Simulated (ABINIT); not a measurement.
MoS2:

```xyz
3
Lattice="3.2275 0.0000 0.0000 -1.6137 2.7951 0.0000 0.0000 0.0000 6.3125" Properties=species:S:1:pos:R:3 pbc="T T T"
Mo    0.0000    0.0000    3.1562
S     1.6137    0.9317    4.7008
S     0.0000    1.8634    1.6117
```

Measurements of this composition are mostly on another form, of space group No. 194.

| Item | Value |
| --- | --- |
| Program | ABINIT 10.8.3 (patched build) |
| Task | relaxation of cell and atoms |
| Functional | PBEsol |
| Potentials or basis | JTH PAW PBE v2.0 |
| Cutoff | 544 eV |
| k mesh | 9 × 9 × 4 |
| Occupations | fermi-dirac, width 0.05 eV |
| Spin | no spin polarisation |

At the start: pressure -3.2 GPa; volume 18.98 Å³/atom.

Where does the relaxation end?

Over 13 steps the energy falls by 17.1 meV/atom and the volume is 17.28 Å³/atom (-8.9 %); space group P-3m1 (No. 164, to 0.05 Å).

Step by step:
```tsv
step	energy change (eV)	largest force (eV/Å)	pressure (GPa)	volume (Å³)
1	0.0000	0.0465	-3.19	56.94
2	-0.0124	0.1698	-2.01	56.39
3	-0.0319	0.4001	0.96	54.90
4	-0.0378	0.3432	1.16	54.56
5	-0.0453	0.0914	0.33	54.24
6	-0.0456	0.0343	0.00	54.27
7	-0.0456	0.0227	-0.10	54.29
8	-0.0458	0.0008	-0.32	54.30
9	-0.0462	0.0272	-0.59	54.24
10	-0.0476	0.0892	-1.18	53.82
11	-0.0490	0.1261	-1.39	53.06
12	-0.0504	0.0898	-0.96	52.64
13	-0.0514	0.0047	0.04	51.85
```

Final structure:
```xyz
3
Lattice="3.1537 0.0000 0.0000 -1.5769 2.7312 0.0000 0.0000 0.0000 6.0195" Properties=species:S:1:pos:R:3 pbc="T T T"
Mo    0.0000    0.0000    3.0098
S     1.5769    0.9104    4.5888
S     0.0000    1.8208    1.4307
```

Caveat: the PAW data sets were made with another functional, which shifts forces and pressure a little; this functional lacks dispersion, which binds the layers, so the pressure and a relaxed spacing across them are unreliable.
